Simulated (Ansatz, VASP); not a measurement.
**One calculation of KF, two programs**

```xyz
2
Lattice="3.2590 0.0000 0.0000 0.0000 3.2590 0.0000 0.0000 0.0000 3.2590" Properties=species:S:1:pos:R:3 pbc="T T T"
K     0.0000    0.0000    0.0000
F     1.6295    1.6295    1.6295
```

The cell comes from a database or a generator and needn't be the stable form of this composition.

Alike in both runs: task single point; functional PBE; k mesh 8 × 8 × 8; occupations fermi-dirac, width 0.05 eV; no spin polarisation.

|  | VASP | Ansatz |
| --- | --- | --- |
| version | VASP 6.6.1 | Ansatz 0.2.0 |
| potentials or method | VASP PAW PBE potentials, release 64 (K_sv, F) | Ansatz PAW |
| plane-wave cutoff (eV) | 520 | 420 |
| valence electrons in the cell | 16 | 16 |

Ansatz gave:

* gap on the k mesh at the Fermi level (eV): 6.27
* least direct gap on the mesh (eV): 6.32
* pressure (GPa): 0.0

Q: Estimate VASP's values.

A: gap on the k mesh at the Fermi level (eV): 6.26; least direct gap on the mesh (eV): 6.31; pressure (GPa): 0.0.

The functional is the same, so the differences come from potentials, cutoffs and numerics.

Caveats: the pressure holds a Pulay correction of +0.3 GPa for the finite cutoff (Ansatz). A k mesh can miss the band edges. As with any semilocal functional, this PBE gap is likely too small.
